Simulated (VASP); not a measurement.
# GaP: molecular dynamics with a monitored distance, by stops when the distance exceeds

GaP, F-43m (no. 216), 8 atoms in the cell. PBE, molecular dynamics; PAW potentials Ga, P (PBE set).

| Stops when the distance exceeds (Å) | Largest distance met (Å) | Steps run | Mean temperature (K) | Time (s) |
|---|---|---|---|---|
| 2.502 | 2.491 | 80 | 415 | 114 |
| 3.776 | 2.491 | 80 | 415 | 121 |

Limits: 160 fs of 8 atoms are too short for converged averages; the distance is that to the nearest periodic copy, which so small a cell caps; the cell is only 5.5 Å across, so each atom moves in step with near copies of itself.

## Input of the first row

INCAR:
```
SYSTEM = GaP
GGA = PE
PREC = Normal
ENCUT = 260
EDIFF = 1E-5
NELMIN = 4
NELM = 60
ALGO = Normal
LREAL = Auto
LASPH = .True.
ISMEAR = 0
SIGMA = 0.05
ISYM = 0
LWAVE = .False.
LCHARG = .False.
IBRION = 0
NSW = 80
POTIM = 2.0
TEBEG = 600
TEEND = 600
ISIF = 2
MDALGO = 1
ANDERSEN_PROB = 0.05
RANDOM_SEED = 761743 0 0
VALUE_MAX = 2.502
VALUE_MIN = 1.18
KPAR = 2
```

KPOINTS:
```
k-points
0
Monkhorst-Pack
  2 2 2
```

ICONST:
```
R 1 8 7
```

POSCAR:
```
GaP
1.0
    5.4505000000      0.0000000000      0.0000000000
    0.0000000000      5.4505000000      0.0000000000
    0.0000000000      0.0000000000      5.4505000000
Ga P
4 4
Direct
    0.0000000000      0.0000000000      0.0000000000
    0.0000000000      0.5000000000      0.5000000000
    0.5000000000      0.0000000000      0.5000000000
    0.5000000000      0.5000000000      0.0000000000
    0.2500000000      0.2500000000      0.2500000000
    0.2500000000      0.7500000000      0.7500000000
    0.7500000000      0.2500000000      0.7500000000
    0.7500000000      0.7500000000      0.2500000000
```

Commands:
```
cat potpaw_PBE.64/Ga/POTCAR potpaw_PBE.64/P/POTCAR > POTCAR
mpirun -np 2 vasp_std > vasp.out
```

Changes of the last row against the first:
```
- VALUE_MAX = 2.502
+ VALUE_MAX = 3.776
```

VASP 6.6.1 took 114 s on 2 cores (AMD EPYC 9R45 (Zen 5)), a shared host.
